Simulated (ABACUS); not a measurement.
The system is Ge.

```xyz
2
Lattice="0.0000 2.8289 2.8289 2.8289 0.0000 2.8289 2.8289 2.8289 0.0000" Properties=species:S:1:pos:R:3 pbc="T T T"
Ge    4.2434    4.2434    4.2434
Ge    2.8289    2.8289    2.8289
```

| Property | Result |
| --- | --- |
| Program | ABACUS 3.10.1 |
| Task | relaxation of cell and atoms |
| Functional | SCAN |
| Potentials or basis | SG15 ONCV 1.2 PBE |
| Cutoff | 1238 eV |
| Density cutoff | 4952 eV |
| Basis | plane waves |
| k mesh | 5 × 5 × 5 |
| Occupations | fermi-dirac, width 0.05 eV |
| Spin | no spin polarisation |

At the start: pressure -2.9 GPa; volume 22.64 Å³/atom.

**Question.** How do energy, volume and symmetry change on relaxing?

**Answer.** Over 3 steps the energy falls by 8.6 meV/atom and the volume is 21.75 Å³/atom (-3.9 %); space group Fd-3m (No. 227, to 0.05 Å).

The path:
```tsv
step	energy change (eV)	largest force (eV/Å)	pressure (GPa)	volume (Å³)
1	0.0000	0.0000	-2.90	45.28
2	-0.0114	0.0000	2.01	42.55
3	-0.0172	0.0000	0.01	43.50
```

Final structure:
```yaml
crystal:
  lattice:
    - [0.00000, 2.79129, 2.79129]
    - [2.79129, 0.00000, 2.79129]
    - [2.79129, 2.79129, 0.00000]
  atoms:
    - { symbol: Ge, position: [0.75000, 0.75000, 0.75000] }
    - { symbol: Ge, position: [0.50000, 0.50000, 0.50000] }
```

Caveat: the potentials were made for another functional, which shifts forces and pressure.
